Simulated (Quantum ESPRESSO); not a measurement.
Rh:

```xyz
1
Lattice="0.0000 1.8979 1.8979 1.8979 0.0000 1.8979 1.8979 1.8979 0.0000" Properties=species:S:1:pos:R:3 pbc="T T T"
Rh    0.0000    0.0000    0.0000
```

* Program: Quantum ESPRESSO 7.5
* Task: single point
* Functional: PBE
* Potentials or basis: SSSP 1.3 efficiency PBE
* Cutoff: 816 eV
* Density cutoff: 3265 eV
* k mesh: 12 × 12 × 12
* Occupations: fermi-dirac, width 0.05 eV
* Spin: no spin polarisation

On this cell: pressure 6.8 GPa; band gap on the k mesh none (metal or under the smearing width).

The same run follows on a disturbed copy (cell strained at random at fixed volume):

```
Rh
1.0
    -0.03933    1.88309    1.96246
     1.90193    0.03281    1.89032
     1.92465    1.83367    0.01009
Rh
1
Direct
  0.00477 0.00350 0.99418
```

What does the disturbed cell give?

The energy (extrapolated to zero smearing) moves by +42.6 meV/atom; pressure 8.1 GPa; band gap on the k mesh none (metal or under the smearing width).

Stress tensor (GPa, compression positive):
```
 3.22  2.02  5.47
 2.02 15.09 -9.97
 5.47 -9.97  5.96
```
